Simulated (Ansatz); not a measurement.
This guess for Ge is about to be relaxed.

```cif
data_structure
_symmetry_space_group_name_H-M 'P4/mmm'
_symmetry_Int_Tables_number 123
_cell_length_a 6.6845
_cell_length_b 6.6845
_cell_length_c 5.3802
_cell_angle_alpha 90.000
_cell_angle_beta 90.000
_cell_angle_gamma 90.000
_cell_volume 240.40
loop_
_atom_site_label
_atom_site_type_symbol
_atom_site_symmetry_multiplicity
_atom_site_Wyckoff_symbol
_atom_site_fract_x
_atom_site_fract_y
_atom_site_fract_z
_atom_site_occupancy
Ge1 Ge 4 i 0.50000 0.00000 0.78742 1
Ge2 Ge 4 m 0.24225 0.00000 0.50000 1
```

Method: DFT PBE, scalar-relativistic, plane waves, PAW in Ansatz. Cutoff 420 eV, Gaussian smearing, Γ-centred meshes. Cell and atoms relax first on a coarse mesh and then on a finer one. In between, the cell is made exact in the group found at 0.06 Å. In metals the finer mesh still leaves noise of several meV/atom or more. The steps can't lower the symmetry of their start. No spin polarisation.

A guess keeps its type if space group and coordination stay and the shape of the cell changes little (axis ratios within about 15 %, angles within 6°); the volume may change.

Problem. Does this structure survive the relaxation?

Solution. It keeps its type. The symmetry stays P4/mmm (No. 123). The volume per atom grows by 23.6 %, from 30.0 to 37.1 Å³. The shortest distance goes from 2.29 Å (Ge–Ge) to 2.33 Å (Ge–Ge). The ratio c/a of the conventional cell changes by a factor of 0.96. Counting neighbours within 15 % of an atom's shortest distance, the start has Ge 3/4 and the end Ge 3/4.

Energies count from the standard state of Ge at the same level.

Problem. At what energy does it end?

Solution. +0.48 eV/atom. It lies above the standard state, so it could only be metastable.

The last run used a 6×6×8 mesh (in the run's order of axes) for its 8-atom cell and Gaussian smearing of 0.10 eV. Symmetry constrained the relaxation, so the result can be a saddle point. Another cell of Ge relaxed alike, in P6_3/mmc, lies 0.46 eV/atom lower, so this cell isn't the stable form at this level.

In counts of neighbours, a slash parts the counts of unlike sites.
